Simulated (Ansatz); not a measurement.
## One input, then a changed one: Si (omega type)

First run: DFT, PBE, all-electron LAPW, scalar-relativistic (Ansatz 0.2.0).

Command: `ansatz run input.yaml --threads 1 --pin off --max-ram 3072MiB --backend cpu --events-out ev --progress --plain --runs-dir out` It took 10 s on 1 thread of Intel(R) Xeon(R) Platinum 8488C (Sapphire Rapids), on a shared host, peak memory 0.34 GiB.

```yaml
crystal:
  lattice:
    - [4.2886277714, 0.0, 0.0]
    - [-2.1443138857, 3.7140605974, 0.0]
    - [0.0, 0.0, 2.5075731241]
  atoms:
    - { symbol: Si, position: [0.0, 0.0, 0.0] }
    - { symbol: Si, position: [0.3333333333, 0.6666666667, 0.5] }
    - { symbol: Si, position: [0.6666666667, 0.3333333333, 0.5] }
kpoints:
  mp_grid: { grid: [9, 9, 12] }
scf:
  occupations: { method: fermi_dirac, width: 0.1 }
hamiltonian:
  xc: pbe
  pseudopotentials: { kind: all_electron, lapw: { basis_error: 0.001 } }
output:
  forces: true
  stress: true
  eigenvalues: true
  populations: true
```

The cell comes from a relaxation on PAW files under the same functional, begun from a prototype that needn't be the stable phase.

This run: volume at 0.9 of the series' base cell.

It converges in 8 SCF iterations at a pressure of 12.31 GPa.

The input is then changed:

```diff
+  symmetry: { detect: false }
 kpoints:
-  mp_grid: { grid: [9, 9, 12] }
+  mp_grid: { grid: [3, 3, 4] }
 scf:
   occupations: { method: fermi_dirac, width: 0.1 }
+  lower_state_search: standard
 hamiltonian:
```

Task: Predict the outcome of the changed run.

Result: It converges in 6 SCF iterations at a pressure of 13.11 GPa. More than one line changes, and not each need have an effect. Some of the changed settings are coarser than converged work would use.
